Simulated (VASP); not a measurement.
**Li3HS: relaxation of cell and atoms with PBE+D3(BJ)**

Crystal: Li3HS.

```
CELL_PARAMETERS angstrom
3.68229 0.00000 0.00000
0.00000 3.68229 0.00000
0.00000 0.00000 3.68229
ATOMIC_POSITIONS crystal
S 0.50000 0.50000 0.50000
H 0.00000 0.00000 0.00000
Li 0.50000 0.00000 0.00000
Li 0.00000 0.50000 0.00000
Li 0.00000 0.00000 0.50000
```

The cell comes from a database or a generator and needn't be the stable form of this composition.

```yaml
Program: VASP 6.6.1
Task: relaxation of cell and atoms
Functional: PBE
Dispersion: D3(BJ)
Potentials_or_basis: VASP PAW PBE potentials, release 64 (S, H, Li_sv)
Cutoff: 600 eV
k_mesh: 8 × 8 × 8
Occupations: gaussian, width 0.03 eV
Spin: no spin polarisation
Further_INCAR_settings: ALGO = Normal; EDIFF = 1e-07; IBRION = 2; EDIFFG = -0.005; NSW = 90; ISIF = 3
```

```json
{
 "Relaxed volume": "10.00 Å³/atom",
 "Relaxed cell": "a = 3.684 Å, b = 3.684 Å, c = 3.684 Å, α = 90.00°, β = 90.00°, γ = 90.00°",
 "Space group after relaxing (to 0.05 Å)": "Pm-3m (No. 221)",
 "Energy gained by relaxing": "0.0 meV/atom",
 "Ionic steps": "2",
 "Pressure after relaxing": "0.1 GPa",
 "Band gap on the k mesh": "4.62 eV, indirect (least direct gap 5.04 eV)",
 "Dispersion energy per atom": "-0.281 eV"
}
```

Final structure:
```xyz
5
Lattice="3.6836 0.0000 0.0000 0.0000 3.6836 0.0000 0.0000 0.0000 3.6836" Properties=species:S:1:pos:R:3 pbc="T T T"
S     1.8418    1.8418    1.8418
H     0.0000    0.0000    0.0000
Li    1.8418    0.0000    0.0000
Li    0.0000    1.8418    0.0000
Li    0.0000    0.0000    1.8418
```

Levels at points of the mesh, in eV from the valence-band top:
```csv
k point,band 6,band 7,band 8,band 9,band 10,band 11
"(0.00, 0.00, 0.00)",-1.29,-1.29,-1.29,6.50,6.50,7.72
"(0.50, 0.00, 0.00)",-0.54,-0.54,-0.42,4.62,5.02,5.02
"(0.50, 0.50, 0.00)",-3.12,-3.12,0.00,5.10,7.41,7.41
"(0.50, 0.50, 0.50)",-2.98,-2.98,-2.98,5.13,5.13,5.13
```

Wall time 31 s on 1 thread of Intel(R) Xeon(R) Platinum 8488C (Sapphire Rapids), with other jobs on the host, peak memory 0.19 GiB.

Caveat: the cutoff is under 1.25 times the usual one of these potentials, so pressure, stress and relaxed cells hold a basis-set (Pulay) error. A k mesh can miss the band edges.
